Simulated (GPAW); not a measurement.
Runs of GPAW 26.7.0 on ZnS. Symmetry: F-43m, No. 216, cubic system. Conventional cell: a = 5.404 Å, b = 5.404 Å, c = 5.404 Å, α = 90.00°, β = 90.00°, γ = 90.00°. Zn (site symmetry -43m) is surrounded by 4 S at 2.34 Å. Around S (site symmetry -43m) lie 4 Zn at 2.34 Å. 

```csv
task,level,potentials or basis,cell,k mesh,smearing,eigensolver,optimizer,fmax,max steps,target pressure,gap on the mesh (eV),pressure (GPa),relaxed volume (Å³/atom)
relaxation of cell and atoms,BLYP,"PAW data sets generated in the run's folder for this functional, pw",relaxed to 10 GPa,9 × 9 × 9,fermi-dirac 0.05 eV,davidson,BFGS,0.02 eV/Å,100,10 GPa,2.36,10.0,-
single point,RPBE,"the program's PAW data sets (release 1.2.1) made for this functional, pw",as given,9 × 9 × 9,gaussian 0.05 eV,-,-,-,-,-,2.27,4.5,-
single point,PBEsol,"PAW data sets generated in the run's folder for this functional, pw",as given,9 × 9 × 9,gaussian 0.1 eV,-,-,-,-,-,(b),-2.0,-
relaxation of cell and atoms,revPBE+D3(BJ),"the program's PAW data sets (release 1.2.1) made for this functional, pw",relaxed,9 × 9 × 9,fermi-dirac 0.05 eV,-,LBFGS,0.05 eV/Å,40,-,2.34,0.1,19.20
relaxation of cell and atoms,BLYP+D3(BJ),"PAW data sets generated in the run's folder for this functional, pw",relaxed to 10 GPa,9 × 9 × 9,fermi-dirac 0.05 eV,davidson,BFGS,0.05 eV/Å,40,10 GPa,(a),9.8,-
relaxation of cell and atoms,BLYP+D4,"PAW data sets generated in the run's folder for this functional, pw",relaxed,9 × 9 × 9,fermi-dirac 0.05 eV,davidson,BFGS,0.02 eV/Å,60,-,2.14,0.0,19.54
```

Alike in all rows: no spin polarisation; cutoff (eV) 600.

Q: Fill in the values left out.

A: (a) 2.68; (b) 1.97.

Caveats: later steps reuse the first step's grids (some runs).

Runs at the PBE level aren't shown here.
